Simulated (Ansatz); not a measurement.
# PbS (Galena) (Fm-3m) in Ansatz: a series of runs, part 2 of 3

Ansatz 0.2.0. Earlier steps stand in the parts before.

### 3 Elastic constants, LDA

The input, input.yaml:

```yaml
crystal:
  lattice:
    - [0.0, 2.96575, 2.96575]
    - [2.96575, 0.0, 2.96575]
    - [2.96575, 2.96575, 0.0]
  atoms:
    - { symbol: Pb, position: [0.0, 0.0, 0.0] }
    - { symbol: S, position: [0.5, 0.5, 0.5] }
hamiltonian:
  xc: lda
  pseudopotentials: { kind: paw }
kpoints:
  mp_grid: { grid: [6, 6, 6] }
scf:
  occupations: { method: fixed }
output:
  forces: true
  stress: true
elastic:
  mode: relaxed_ion
  stencil: two_point
```

Potentials or basis: Ansatz PAW.

On the command line:

```bash
$ ansatz run input.yaml --threads 2 --pin off --max-ram 5632MiB --backend cpu --events-out ev --progress --plain --runs-dir out
```

Output:

```text
Warning: RAYON_NUM_THREADS=2 ignored (pool sized by the plan → 2); use --threads N
Engine: ansatz 0.2.0, aarch64-unknown-linux-gnu
Pseudopotentials: kind: paw
Pseudopotential: Pb, paw, valence charge 14, recommended cutoff 420 eV (normal), Pb.paw.azcp
Pseudopotential: S, paw, valence charge 6, recommended cutoff 420 eV (normal), S.paw.azcp
Functional definition: SPW92
  exchange = slater_x
  correlation = pw_c
Crystal: 2 atoms, lattice volume = 52.172 Å³
Basis set: ecut = 420 eV, 965 PW (Γ)
Bands: 14, of which v1, the nominal top of the filled ones, is band 10 counted from 1 (9 counted from 0)
Symmetry: 48 space group operations
Space group: Fm-3m (ITA 225), of the structure as read, at distance tolerance 3.7e-5 Å
k-points: 16 of 216
Non-local potential: Pb, projectors of the file, l = 0: 2, l = 1: 2, l = 2: 2, l = 3: 2
Non-local potential: S, projectors of the file, l = 0: 2, l = 1: 2, l = 2: 2
PAW form: soft (Blöchl's): semilocal exchange-correlation on the pseudo side does not see the compensation charge
PAW frozen core: Pb, regenerated for the run's functional, and the local potential with it (the file was generated under x = pbe(κ = 0.804, μ = 0.2195149727645171), c = pbe(β = 0.06672455060314922))
PAW frozen core: S, regenerated for the run's functional, and the local potential with it (the file was generated under x = pbe(κ = 0.804, μ = 0.2195149727645171), c = pbe(β = 0.06672455060314922))
PAW one-centre angular grid: Pb, 590 points (default); XC on 64 Gauss nodes
PAW one-centre angular grid: S, 110 points (default); XC on 64 Gauss nodes
Initial density: superposition of atomic densities (neutral atoms: chi_scale 0, normalization atom), corrected by the library's trained network
Initial wavefunctions: pseudopotential atomic-orbital guess
Functional: x = slater, c = lda
SCF iter   1: F=—  HF=-12472.947162 eV  |F-HF|=—  |Δ(HF+E_count)|=         —  Δρ=5.66e-3  dr2=2.34e-2  ethr=1.77e-3  ⟨swp⟩=4.8  Hψ=1096  notcnv=0  defer=21
preconditioner: auto → none  [insulator: Δε(μ)=0.166 eV  Ē_g=15.294 eV  n_scr=14 (ndim 8)  ℏωp=23.0 eV  f_vac=0.000  ε∞_Penn≈3.3]
SCF iter   2: F=—  HF=-12472.939512 eV  |F-HF|=—  |Δ(HF+E_count)|=   7.65e-3  Δρ=2.72e-3  dr2=3.96e-3  ethr=1.17e-4  ⟨swp⟩=2.2  Hψ=433  notcnv=0  defer=27
SCF iter   3: F=—  HF=-12472.938306 eV  |F-HF|=—  |Δ(HF+E_count)|=   1.21e-3  Δρ=9.87e-4  dr2=4.33e-4  ethr=1.98e-5  ⟨swp⟩=3.0  Hψ=388  notcnv=0  defer=27
SCF iter   4: F=—  HF=-12472.938185 eV  |F-HF|=—  |Δ(HF+E_count)|=   1.21e-4  Δρ=3.15e-4  dr2=3.84e-5  ethr=2.16e-6  ⟨swp⟩=1.0  Hψ=224  notcnv=0  defer=24
SCF iter   5: F=—  HF=-12472.938172 eV  |F-HF|=—  |Δ(HF+E_count)|=   1.30e-5  Δρ=4.56e-5  dr2=7.84e-7  ethr=1.92e-7  ⟨swp⟩=1.0  Hψ=224  notcnv=0  defer=3
SCF iter   6: F=—  HF=-12472.938172 eV  |F-HF|=—  |Δ(HF+E_count)|=   1.48e-7  Δρ=3.78e-6  dr2=2.96e-9  ethr=3.92e-9  ⟨swp⟩=2.6  Hψ=381  notcnv=0  defer=1
SCF iter   7: F=—  HF=-12472.938172 eV  |F-HF|=—  |Δ(HF+E_count)|=  6.97e-10  Δρ=6.76e-7  dr2=2.01e-10  ethr=1.48e-11  ⟨swp⟩=2.0  Hψ=384  notcnv=0  defer=1
SCF iter   8: F=—  HF=-12472.938172 eV  |F-HF|=—  |Δ(HF+E_count)|=  8.55e-11  Δρ=4.36e-8  dr2=1.22e-12  ethr=1.00e-12  ⟨swp⟩=2.1  Hψ=355  notcnv=0  defer=1
SCF iter   9: F=-12472.938172 eV  HF=-12472.938172 eV  |F-HF|=7.28e-12  |Δ(HF+E_count)|=    0.00e0  Δρ=9.61e-9  dr2=7.02e-14  ethr=1.00e-12  ⟨swp⟩=6.6  Hψ=1161  notcnv=0
SCF 1 converged in 9 iterations: F = -12472.938172 eV  dr2 = 7.02e-14
Crystal: 2 atoms, lattice volume = 52.067 Å³
Symmetry: 16 space group operations
k-points: 30 of 216
Initial density: handed on by an earlier stage of this run
Initial wavefunctions: those handed on with the density
iter 1 solved again at ethr=3.08e-8 eV; its pass at ethr=3.10e-3 eV (dr2=6.16e-6 eV) is discarded
SCF iter   1: F=—  HF=-12472.939794 eV  |F-HF|=—  |Δ(HF+E_count)|=         —  Δρ=8.64e-5  dr2=5.05e-6  ethr=3.08e-8  ⟨swp⟩=3.0  Hψ=2667  notcnv=0  defer=59
[... 27 lines left out ...]
SCF iter   6: F=—  HF=-12472.938161 eV  |F-HF|=—  |Δ(HF+E_count)|=  1.82e-12  Δρ=2.58e-8  dr2=1.30e-13  ethr=1.00e-12  ⟨swp⟩=5.0  Hψ=2327  notcnv=0
SCF iter   7: F=-12472.938161 eV  HF=-12472.938161 eV  |F-HF|=3.64e-12  |Δ(HF+E_count)|=  7.28e-12  Δρ=2.75e-9  dr2=3.54e-15  ethr=1.00e-12  ⟨swp⟩=4.0  Hψ=1930  notcnv=0
SCF 4 converged in 7 iterations: F = -12472.938161 eV  dr2 = 3.54e-15
iter 1 solved again at ethr=1.00e-12 eV; its pass at ethr=3.10e-3 eV (dr2=1.25e-10 eV) is discarded
SCF iter   1: F=—  HF=-12472.938161 eV  |F-HF|=—  |Δ(HF+E_count)|=         —  Δρ=1.16e-6  dr2=1.26e-10  ethr=1.00e-12  ⟨swp⟩=2.9  Hψ=3813  notcnv=0  defer=48
SCF iter   2: F=—  HF=-12472.938161 eV  |F-HF|=—  |Δ(HF+E_count)|=  7.28e-12  Δρ=5.48e-7  dr2=2.11e-11  ethr=6.29e-13 (applied; sched 1.00e-12)  ⟨swp⟩=2.0  Hψ=882  notcnv=0  defer=48
SCF iter   3: F=—  HF=-12472.938161 eV  |F-HF|=—  |Δ(HF+E_count)|=  1.46e-11  Δρ=1.15e-7  dr2=2.02e-12  ethr=1.05e-13 (applied; sched 1.00e-12)  ⟨swp⟩=2.0  Hψ=940  notcnv=0  defer=48
SCF iter   4: F=—  HF=-12472.938161 eV  |F-HF|=—  |Δ(HF+E_count)|=  7.28e-12  Δρ=2.87e-8  dr2=6.10e-13  ethr=1.01e-14 (applied; sched 1.00e-12)  ⟨swp⟩=2.0  Hψ=870  notcnv=0  defer=48
SCF iter   5: F=-12472.938161 eV  HF=-12472.938161 eV  |F-HF|=1.82e-12  |Δ(HF+E_count)|=  7.28e-12  Δρ=5.17e-9  dr2=4.88e-15  ethr=1.00e-12  ⟨swp⟩=3.0  Hψ=2327  notcnv=0
SCF 5 converged in 5 iterations: F = -12472.938161 eV  dr2 = 4.88e-15
SCF converged after 9 iterations
Free energy (F): -12472.938172 eV
Harris-Foulkes:  -12472.938172 eV  (|F-HF|=7.28e-12)
Internal energy: -12472.938172 eV  (E = F + TS)
E sigma→0 (E₀):  -12472.938172 eV
Fermi energy:    8.112630 eV
--- Per-component energies (eV) ---
  E_band       = -60.754492
  E_kinetic    = 393.918145
  E_local      = -1226.239342  (includes V_loc(G=0)·N_el)
  E_nonlocal   = 383.615218
  E_hartree    = 473.737734
  E_xc         = -315.722383
  E_vxc        = -221.516165  (∫ρ·V_xc dr)
  E_paw        = -10668.966675  (= ΣΔE_a)
  E_vpaw       = -338.007856  (= ΣTr[D̂ρ^β])
  E_aug_tail   = 0.000049  (compensation charges beyond the density's cutoff)
  E_ewald      = -1513.356403
  E_core_change = 0.075484  (= ΣΔE_core)
  E_smearing   = -0.000000  (= −TS)
  E_closure    = -0.000000  (closes the sum)
  Σ components = -12472.938172   (vs F -12472.938172, Δ=0.00e0)
--- Forces (eV/Å), atoms counted from 1 ---
  atom   1  Pb    -0.00000000    -0.00000000    -0.00000000
  atom   2  S      0.00000000    -0.00000000     0.00000000
  max |Σ_I F_I| component: 6.38e-30 eV/Å
--- Stress (GPa, compression-positive) ---
       -2.618112      -0.000000      -0.000000
        0.000000      -2.618112      -0.000000
        0.000000      -0.000000      -2.618112
  P = ⅓ Tr σ = -2.6181 GPa (-26.181 kbar)
--- Band table (eV; the first three rows and the last of 16) ---
  k-point 0: bands = ["-8.5971", "-8.5971", "-8.5971", "-8.5889", "-8.5889", "-5.4485", "2.0027", "5.9794", "5.9794", "5.9794", "13.2017", "13.2017", "13.2017", "14.7633"]
  k-point 1: bands = ["-8.5989", "-8.5989", "-8.5960", "-8.5832", "-8.5832", "-5.2092", "1.2636", "6.0551", "6.0551", "6.5062", "11.4116", "12.0231", "12.0231", "14.6691"]
  k-point 2: bands = ["-8.6139", "-8.6139", "-8.5946", "-8.5602", "-8.5602", "-4.5970", "-0.0855", "6.2524", "6.2524", "7.3603", "9.4807", "10.5659", "10.5659", "15.3480"]
  k-point 15: bands = ["-8.7144", "-8.6024", "-8.5794", "-8.5575", "-8.5341", "-3.6881", "0.2200", "3.2597", "4.1364", "6.3237", "11.1756", "12.2821", "13.1281", "14.8783"]
--- Elastic constants: 2 strain directions × 2 members + reference (group order 48) ---
  dense FFT box of the reference and of every strained cell: 30×30×30
  strains applied: 11, 23; error gains: componentwise 1.00 (the most a stress slope's error grows in a printed constant), spectral 1.73 (1 for all six strains in a standard setting)
  C = ∂σ_k/∂η_j (tension-positive GPa; Voigt order 11 22 33 23 13 12):
       133.859     13.343     13.343     -0.000     -0.000     -0.000
        13.343    133.859     13.343     -0.000     -0.000      0.000
        13.343     13.343    133.859     -0.000      0.000     -0.000
         0.000      0.000      0.000     21.574      0.000     -0.000
         0.000      0.000     -0.000      0.000     21.574      0.000
        -0.000      0.000     -0.000     -0.000      0.000     21.574
  reference stress σ⁰ (GPa):      2.618      2.618      2.618      0.000     -0.000     -0.000
  C* (energy form; C + prestress term) asymmetry max|C*_kj − C*_jk| = 1.776e-15 GPa — a small one proves nothing (zero by symmetry where the batch's group is 432, −43m or m−3m); a large one is finite-difference/SCF noise where every solve meets its electron count
  moduli (Voigt/Reuss/Hill, GPa): K = 53.51/53.51/53.51   G = 37.05/29.03/33.04   E = 82.20   ν = 0.244
  mechanically stable: yes (min eigenvalue of sym C = 21.57 GPa)
  strain η (Voigt 11):  stress-route row diagonal C_11 = 133.86 GPa, energy-path curvature d²(F+E_count+ΔE)/dδ²/Ω₀ = 133.83 GPa
         δ    σ_11 (GPa)             F (eV)   n_scf  n_hpsi   n_pw
    -2.000e-3       2.3467      -12472.9397888       7    7864   1032   relax 0 steps, max|allowed force component| 2.47e-31 eV/Å
     2.000e-3       2.8822      -12472.9363833       5    6079   1034   relax 0 steps, max|allowed force component| 7.89e-31 eV/Å
  strain η (Voigt 23):  stress-route row diagonal C_44 = 21.57 GPa, energy-path curvature d²(F+E_count+ΔE)/dδ²/Ω₀ = 20.26 GPa
         δ    σ_23 (GPa)             F (eV)   n_scf  n_hpsi   n_pw
    -2.000e-3      -0.0431      -12472.9381606       7   12326   1034   relax 0 steps, max|allowed force component| 1.20e-29 eV/Å
     2.000e-3       0.0432      -12472.9381606       5    9600   1034   relax 0 steps, max|allowed force component| 1.58e-30 eV/Å
```

elastic.tsv:

```text
# convention: tension-positive GPa; Voigt order 11 22 33 23 13 12; engineering shear strains; stresses and constants hold the Pulay correction, whose part of sigma0, of c and of each member's stress the lines and columns named pulay_correction_..._gpa give (of c_energy it is that of c and, on the columns of strains 1 to 3, that of sigma0; of a layer's constants it is that of c in the plane, times a tenth of its plane spacing in ang); where a line pulay_correction_withheld stands none holds it
[... 15 lines left out ...]
6	-3.9225032351e-30	3.5280729281e-30	-7.0064923216e-46	-1.4761708910e-47	3.1554436209e-30	2.1574261741e1	-4.6322223661e-17	-4.6322223661e-17	-4.6322223661e-17	-1.4761708910e-47	3.1554436209e-30	2.1574261741e1	1.3011101760e-32	-1.3011101562e-32	2.7369110631e-48	-3.8518598888e-34	3.8518598888e-34	1.4130072853e-2
```

elastic_members.tsv:

```text
# convention: tension-positive GPa; Voigt order 11 22 33 23 13 12; engineering shear strains; stresses and constants hold the Pulay correction, whose part of sigma0, of c and of each member's stress the lines and columns named pulay_correction_..._gpa give (of c_energy it is that of c and, on the columns of strains 1 to 3, that of sigma0; of a layer's constants it is that of c in the plane, times a tenth of its plane spacing in ang); where a line pulay_correction_withheld stands none holds it
[... 10 lines left out ...]
3	2.0000000000e-3	2.6181976556e0	2.6181004188e0	2.6181004188e0	4.3151054324e-2	0.0000000000e0	0.0000000000e0	-1.2472938161e4	-1.2472938161e4	5	9600	1034	0	1.5777218104e-30	0.0000000000e0	-1.6196811942e-2	-1.6158117061e-2	-1.6158117061e-2	2.8263143294e-5	-8.4818524770e-21	-1.0602315596e-21	-9.5299088303e-7	0.0000000000e0
```

Wall time 3 s (2 threads of Arm Neoverse V2, shared host); peak memory 0.34 GiB.

What came out:

| Property | Result |
| --- | --- |
| Free energy | -12472.9382 eV |
| Pressure | -2.6 GPa |
| Band gap on the k mesh | 0.23 eV, direct |
| Elastic constants C11, C12, C44 | 134, 13, 22 GPa |
| Voigt bulk modulus | 54 GPa |

Levels at points of the mesh, in eV from the valence-band top:
```csv
k point,band 8,band 9,band 10,band 11,band 12,band 13
"(0.00, 0.00, 0.00)",-2.13,-2.13,-2.13,5.09,5.09,5.09
"(0.00, 0.00, -0.50)",-1.73,-1.73,0.00,0.23,1.85,1.85
"(0.00, -0.50, -0.50)",-5.23,-3.43,-3.43,3.76,5.48,5.58
```

Elastic tensor in Voigt notation (GPa, in the Cartesian axes of the cell as first typed):
```
134  13  13   0   0   0
 13 134  13   0   0   0
 13  13 134   0   0   0
  0   0   0  22   0   0
  0   0   0   0  22   0
  0   0   0   0   0  22
```

Caveat: spin-orbit coupling is left out, which as a rule narrows the gap of such compounds by several tenths of an eV; the PAW data sets come from PBE, with cores solved anew for the run's functional, which leaves a small shift of forces and pressure. A k mesh can miss the band edges.

### 4 Born charges and dielectric tensor, LDA

Edit input.yaml of step 3 so:

```diff
@@ -12,3 +12,3 @@
 kpoints:
-  mp_grid: { grid: [6, 6, 6] }
+  mp_grid: { grid: [8, 8, 8] }
 scf:
@@ -16,6 +16,4 @@
 output:
-  forces: true
-  stress: true
-elastic:
-  mode: relaxed_ion
-  stencil: two_point
+  eigenvalues: true
+dielectric:
+  method: response
```

Potentials or basis: Ansatz PAW.

On the command line:

```bash
$ ansatz run input.yaml --threads 2 --pin off --max-ram 5632MiB --backend cpu --events-out ev --progress --plain --runs-dir out
```

Output:

```text
Warning: RAYON_NUM_THREADS=2 ignored (pool sized by the plan → 2); use --threads N
[... 7 set-up lines as earlier in the session ...]
Crystal: 2 atoms, lattice volume = 52.172 Å³
Basis set: ecut = 420 eV, 965 PW (Γ), exchange–correlation on 60×60×60 points (8 copies of the dense FFT grid, shifted against one another)
Bands: 14, of which v1, the nominal top of the filled ones, is band 10 counted from 1 (9 counted from 0)
[... 1 set-up line as earlier in the session ...]
k-points: 59 of 512 (irreducible under 8 space group operations, time reversal used)
[... 10 set-up lines as earlier in the session ...]
[... 33 lines left out ...]
  E_kinetic    = 393.937004
  E_local      = -1226.261524  (includes V_loc(G=0)·N_el)
  E_nonlocal   = 383.613841
  E_hartree    = 473.748684
  E_xc         = -315.730165
  E_vxc        = -221.525965  (∫ρ·V_xc dr)
  E_paw        = -10668.963096  (= ΣΔE_a)
  E_vpaw       = -338.000663  (= ΣTr[D̂ρ^β])
  E_aug_tail   = 0.000049  (compensation charges beyond the density's cutoff)
  E_ewald      = -1513.356403
  E_core_change = 0.075484  (= ΣΔE_core)
  E_smearing   = -0.000000  (= −TS)
  E_closure    = 0.000000  (closes the sum)
  Σ components = -12472.936127   (vs F -12472.936127, Δ=0.00e0)
--- Band table (eV; the first three rows and the last of 59) ---
  k-point 0: bands = ["-8.5980", "-8.5980", "-8.5980", "-8.5896", "-8.5896", "-5.4459", "2.0038", "5.9823", "5.9823", "5.9823", "13.2017", "13.2017", "13.2017", "14.7640"]
  k-point 1: bands = ["-8.5973", "-8.5972", "-8.5972", "-8.5882", "-8.5882", "-5.3096", "1.5581", "6.0252", "6.0252", "6.3070", "11.9821", "12.4317", "12.4317", "14.6832"]
  k-point 2: bands = ["-8.6071", "-8.6071", "-8.5961", "-8.5728", "-8.5728", "-4.9291", "0.5896", "6.1475", "6.1475", "6.9427", "10.3581", "11.2274", "11.2274", "14.8483"]
  k-point 58: bands = ["-8.7020", "-8.5880", "-8.5812", "-8.5812", "-8.5349", "-3.6718", "0.0631", "3.6731", "3.6731", "7.1253", "10.1823", "12.6957", "12.6957", "16.1671"]
--- Dielectric response (ions clamped): 3 representative field directions + reference, inside a basis on a mesh of 1000 k-points (Σ response iterations 15) ---
  ε∞ (high-frequency dielectric tensor):
       19.723224    -0.000000    -0.000000
       -0.000000    19.723224     0.000000
       -0.000000     0.000000    19.723224
  Born effective charges Z* (e; rows j = field, columns β = displacement):
    site 0:
         4.47969    0.00000    0.00000
        -0.00000    4.47969   -0.00000
         0.00000   -0.00000    4.47969
    site 1:
        -4.47969   -0.00000   -0.00000
         0.00000   -4.47969    0.00000
        -0.00000    0.00000   -4.47969
  Z* charge neutrality: 1.930e-3 e pre-enforcement
  solved inside a basis spanned on kpoints, on 10×10×10 k-points transformed towards the longest dipole: ε∞ is read to err by 7.0e-2, Z* by 2.3e-2 e (field_mesh: kpoints solves on kpoints); Z* is corrected for what the basis lacks
```

Wall time 17 s (2 threads of Arm Neoverse V2, shared host); peak memory 0.53 GiB.

Results:

```
Free energy                             : -12472.9361 eV
Band gap on the k mesh                  : 0.23 eV, direct
Electronic dielectric tensor (diagonal) : 19.72
Born charges (mean of the diagonal)     : Pb +4.48; S -4.48 e
```

Levels at points of the mesh, in eV from the valence-band top:
```tsv
k point	band 7	band 8	band 9	band 10	band 11	band 12	band 13	band 14
(0.00, 0.00, 0.00)	-6.11	-2.13	-2.13	-2.13	5.09	5.09	5.09	6.65
(0.00, 0.00, -0.50)	-8.94	-1.73	-1.73	0.00	0.23	1.85	1.85	8.51
(0.00, -0.50, -0.50)	-7.31	-5.23	-3.43	-3.43	3.76	5.48	5.58	5.58
(-0.50, 0.00, -0.50)	-7.31	-5.23	-3.43	-3.43	3.76	5.48	5.58	5.58
```

Electronic dielectric tensor:
```
19.72  0.00  0.00
 0.00 19.72  0.00
 0.00  0.00 19.72
```

Born effective charge tensors (e):
atom 1, Pb
```
4.48 0.00 0.00
0.00 4.48 0.00
0.00 0.00 4.48
```
atom 2, S
```
-4.48  0.00  0.00
 0.00 -4.48  0.00
 0.00  0.00 -4.48
```

Caveat: the gap is small at this level, which inflates the dielectric constant; spin-orbit coupling is left out, which as a rule narrows the gap of such compounds by several tenths of an eV; the PAW data sets come from PBE, with cores solved anew for the run's functional, which leaves a small shift of forces and pressure.

(Part 2 of 3 ends here.)
